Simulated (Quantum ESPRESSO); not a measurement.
Runs of Quantum ESPRESSO 7.5 on BN. Symmetry: P6_3/mmc, No. 194, hexagonal system. The conventional cell has a = 2.498 Å, b = 2.498 Å, c = 6.636 Å, α = 90.00°, β = 90.00°, γ = 120.00°. N (site symmetry -6m2) is surrounded by 3 B at 1.44 Å. B (site symmetry -6m2) is surrounded by 3 N at 1.44 Å. 

```tsv
task	level	potentials or basis	cell	k mesh	cutoff (eV)	form of the LDA correlation	mesh quality	pressure (GPa)
phonons	AM05	PseudoDojo 0.4.1 SR PBE standard	relaxed	6 × 6 × 2, shifted	1143	-	coarse	0.3
phonons	RPBE	PseudoDojo 0.4.1 SR PBE standard	relaxed	6 × 6 × 2, shifted	1143	-	coarse	0.6
dielectric tensor	LDA	GBRV 1.5 LDA	as given	16 × 16 × 6, shifted	612	PZ81	not flagged	-2.1
dielectric tensor	LDA	GBRV 1.5 LDA	as given	4 × 4 × 2, shifted	612	PZ81	coarse	(a)
phonons	BLYP	PseudoDojo 0.4.1 SR PBE standard	relaxed	6 × 6 × 2, shifted	1143	-	coarse	0.5
```

Alike in all rows: no spin polarisation; smearing fermi-dirac 0.05 eV.

Problem. Fill in the values left out.

Solution. (a) -2.2.

Caveats: some runs use coarse meshes; the potentials were made for another functional, which shifts forces and pressure (some runs); the layers were relaxed without a dispersion term, so their spacing and the soft interlayer modes are unreliable (some runs); this functional lacks dispersion, which binds the layers, so the pressure and a relaxed spacing across them are unreliable, and here the layers came unbound (some runs); this functional lacks dispersion, which binds the layers, so the pressure and a relaxed spacing across them are unreliable (some runs).

Runs at the PBE level aren't shown here.
